The energy change is the free energy of an AlRu cell whose Al sublattice has been shifted, less that of the undisturbed cell. It was computed within the local density approximation (LDA) by moving Al along a cube edge while Ru and the cell edges stayed where they were. The undisturbed cell has the cubic space group Pm-3m; each shifted cell keeps its cubic edges but has only tetragonal symmetry. The force is the one acting on Al along the same line. The pressure counts as positive when the cell pushes outwards, so a negative value means that the cell would rather shrink.

Scalar-relativistic LDA calculations with Ansatz 0.2.0 (plane waves, PAW, no spin polarisation) for CsCl-type AlRu, with the Al atoms shifted along [010] in a fixed, unrelaxed cell, a = 2.992 Å. The cutoff is 420 eV, the k mesh 16×16×16 and the Gaussian smearing 0.15 eV. Free energies are relative to the undisturbed cell, and pressure is positive in compression.

```csv
displacement (Å),energy change (eV a cell),force along direction (eV/Å summed over the moved atoms),pressure (GPa)
-0.1,0.035,0.706,-7.34
-0.05,0.009,0.354,-7.90
0,0.000,0.000,-8.09
0.0125,0.001,-0.088,-8.08
0.025,0.002,-0.177,-8.04
0.0375,0.005,-0.265,-7.99
0.0625,0.014,-0.442,-7.80
0.075,0.020,-0.530,-7.67
0.0875,0.027,-0.618,-7.51
```

The three results grow in two different ways. When the displacement doubles from 0.05 to 0.1 Å, the force doubles, while the energy change becomes four times as large. The rise in pressure above the undisturbed cell also becomes four times as large. A force proportional to displacement and an energy proportional to its square belong together: they describe a spring. The pressure is the less obvious part, because the volume is the same in every row.

**Eight contacts in a symmetric cage**

Each Al atom sits at the centre of a cube with Ru at its eight corners, 2.59 Å away. A shift towards one face brings Al closer to the four Ru atoms of that face and takes it away from the other four. At a displacement of 0.1 Å the near contacts measure 2.53 Å and the far ones 2.65 Å. Compared with the undisturbed cell, each near atom then pushes Al away more strongly or pulls it less, and each far atom does the reverse.

The restoring force therefore reads the difference between the two faces. For a small shift this difference grows in step with the displacement, which gives the straight line in the force column. The energy is the work done against that force, so it follows a parabola. This picture of separate contacts is a simplification for a metal, whose electrons rearrange as Al moves; the computed force includes their response.

Symmetry is one reason why the parabola is so good. A shift to the left and an equal shift to the right lead to equivalent crystals, so the energy can contain only even powers of the displacement. The first correction to the parabola is thus of fourth order, and up to 0.1 Å it hardly shows: the spring constant deduced from the energies varies by less than 0.1 % of its value, 7.07 eV/Å². Within this range the undisturbed site is the bottom of a single well for a uniform shift of one sublattice against the other.

**Why the pressure rises at fixed volume**

The pressure reads the sum of the pushes, each weighted by the length of its contact, where the force reads their difference. If contacts behaved like ideal linear springs, the extra push of the near atoms would not outweigh the lost push of the far ones, and since the shortened contacts count for less and the lengthened ones for more, the pressure would be expected to fall. Real repulsion between atoms steepens as they approach, so the near contacts gain more push than the far contacts lose. A mild steepening would not be enough; it has to be strong enough to overcome the weighting by length. Here the pressure rises, which in this cell means a weaker tension.

The contact lengths support this reading. Their mean does not fall when Al moves; it grows by about 0.001 Å, because Al also moves partly sideways to each contact. A shorter average distance is therefore not the source of the pressure. What remains in the contact picture is the spread between short and long distances, and its effect grows with the square of the displacement, as the pressure rise does. That the steepening repulsion is responsible is an argument from this picture, since the calculation does not divide the pressure into contacts.

The same fact can be put in terms of the spring. If the shift adds an outward push on the cell, then squeezing the cell must make the shift cost more energy. The spring stiffens on compression. A nearly perfect parabola at one volume thus goes together with clear anharmonicity, which the energies along this line hide and the pressure reveals.

**How much the spring stiffens**

Let x be the displacement, V the cell volume and k the spring constant, which depends on V. The energy change is E = ½kx², and the pressure is the energy gained per unit of volume given up. Squeezing the cell has two effects on E. It raises k, but it also shrinks x, because the atoms keep their relative positions in the cell and x scales with the cell edge, that is, with the cube root of V.

Write n for the percentage by which k grows when V falls by 1 %. Since E contains x², the shrinking offset takes back two thirds of a per cent for each per cent of volume. The pressure rise is therefore

ΔP = (E/V) × (n − 2/3), or n = ΔP/(E/V) + 2/3.

The row at −0.1 Å supplies the inputs, and no constant is adjusted:

- The energy change of 0.03535 eV, divided by the cell volume of 2.992³ = 26.78 Å³, gives E/V = 0.00132 eV/Å³, or 0.2115 GPa.
- The pressure rise is 0.7565 GPa, which is 3.58 times as large.
- Adding 2/3 gives n ≈ 4.2.

A cell with 1 % less volume should thus have a spring about 4 % stiffer. A vibration frequency goes with the square root of the spring constant, so the vibration in which Al and Ru move against each other would rise by about 2 %. The row at −0.05 Å leads to the same answer, because its pressure rise and its energy are both about a quarter as large. This agreement confirms the quadratic form; a direct test of n would be the same scan in a slightly smaller cell.

The shrinking offset also helps to explain an uneven stress. At −0.1 Å the stress rises by 0.99 GPa across the line of motion but by only 0.29 GPa along it. Stretching the cell along that line stretches the offset as well, which costs energy and so acts as a tension of 0.42 GPa in that direction alone. This covers more than half of the difference. The rest means that the spring responds more to squeezing across the path than along it.

**What the negative pressure means**

The undisturbed cell stands at −8.09 GPa, and the largest displacement relieves only about 9 % of this tension. The cell was not relaxed at this level of theory, and it is too large for LDA, which commonly binds solids too tightly. The zero force in that row is no sign of a relaxed volume: symmetry demands it at any cell size. The PAW datasets were made for another functional, PBE, which makes the absolute pressure less certain than its change along the scan.

The stiffening gives this tension a practical consequence. In a cell relaxed with the same method, the spring should be stiffer than the 7.07 eV/Å² found here. A vibration frequency from this scan should therefore not be set beside one from a relaxed cell as if only the functional or the program differed. The volume has to be matched first.

**Rows that look irregular**

The pressure seems to jump between 0.0375 and 0.0625 Å, where it rises by 0.19 GPa after a rise of only 0.06 GPa in the step before (both taken from the finer values in the output). Two ordinary causes combine here. The step is twice as wide, and it lies further out, where the pressure curve is steeper. The point that would fall in between is the row at −0.05 Å, which symmetry makes equivalent to +0.05 Å.

The smallest energies need similar care. At 0.0125 Å the table prints 0.001 eV, whereas the finer value is 0.55 meV. A spring constant taken from the printed figure would come out about 80 % too high. The forces are the better guide close to the centre, because they shrink only in proportion to the displacement. The finer values for all rows stand in the output below.

**The same cage in another direction**

The cubic surroundings make the result more general than the chosen line suggests. At a site of cubic symmetry the spring constant is the same in every direction, so a small shift along a cube diagonal would follow the same parabola, although Al would then head straight for one Ru atom. In this crystal the direction would matter only from the fourth-order terms onwards. At a site where opposite shifts are not equivalent, odd powers are allowed, and both the parabola and the symmetric pressure curve would become lopsided.

The analysis program printed:

```
Finer values by size of displacement:
     row  size in Å  energy in meV a cell  pressure rise in GPa
    -0.1        0.1                 35.35                0.7565
   -0.05       0.05                 8.845                0.1896
     0.0          0                     0                     0
  0.0125     0.0125                0.5529               0.01186
   0.025      0.025                 2.212               0.04744
  0.0375     0.0375                 4.976                0.1067
  0.0625     0.0625                 13.82                0.2961
   0.075      0.075                 19.89                0.4261
  0.0875     0.0875                 27.07                0.5796
Smallest spring constant from the energies, eV/Å²: 7.071
Largest spring constant from the energies, eV/Å²: 7.077
Half of force times displacement at -0.1 Å, meV: 35.3
Force at -0.1 Å over force at -0.05 Å: 1.994
Energy at -0.1 Å over energy at -0.05 Å: 3.997
Pressure rise at -0.1 Å over that at -0.05 Å: 3.99
Undisturbed Al-Ru contact, Å: 2.591
Four short contacts at -0.1 Å, Å: 2.535
Four long contacts at -0.1 Å, Å: 2.65
Change of the mean contact at -0.1 Å, Å: 0.001287
Pressure rise at -0.1 Å as percentage of the starting tension: 9.348
Stress rise across the displacement at -0.1 Å, GPa: 0.9919
Stress rise along the displacement at -0.1 Å, GPa: 0.2858
Part of the difference due to stretching of the offset itself, GPa: 0.4223
Estimated percentage gain of spring constant for 1 percent less volume: 4.243
```
